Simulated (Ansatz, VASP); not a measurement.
**Au in VASP and in Ansatz**

```xyz
1
Lattice="-0.8769 1.7538 1.7538 1.7538 -0.8769 1.7538 1.7538 1.7538 -0.8769" Properties=species:S:1:pos:R:3 pbc="T T T"
Au    0.0000    0.0000    0.0000
```

Alike in both runs: task single point; functional PBE; k mesh 22 × 22 × 22; occupations gaussian, width 0.15 eV; no spin polarisation.

|  | VASP | Ansatz |
| --- | --- | --- |
| version | VASP 6.6.1 | Ansatz 0.2.0 |
| potentials or method | VASP PAW PBE potentials, release 64 (Au) | scalar-relativistic, plane waves, PAW |
| plane-wave cutoff (eV) | 520 | 420 |
| valence electrons in the cell | 11 | 19 |

VASP gave:

* gap on the k mesh at the Fermi level (eV): none
* pressure (GPa): 19.6

Task: Estimate Ansatz's values.

Result: gap on the k mesh at the Fermi level (eV): none; pressure (GPa): 19.9.

A gap of «none» marks a metal or a gap that the smearing closes. The two sets of potentials don't hold the same shells in valence.

Caveats: so large a pressure means that the cell lies far from this level's equilibrium, or that cutoff or potentials fall short (VASP). Spin-orbit coupling is left out, which matters for the levels of Au.
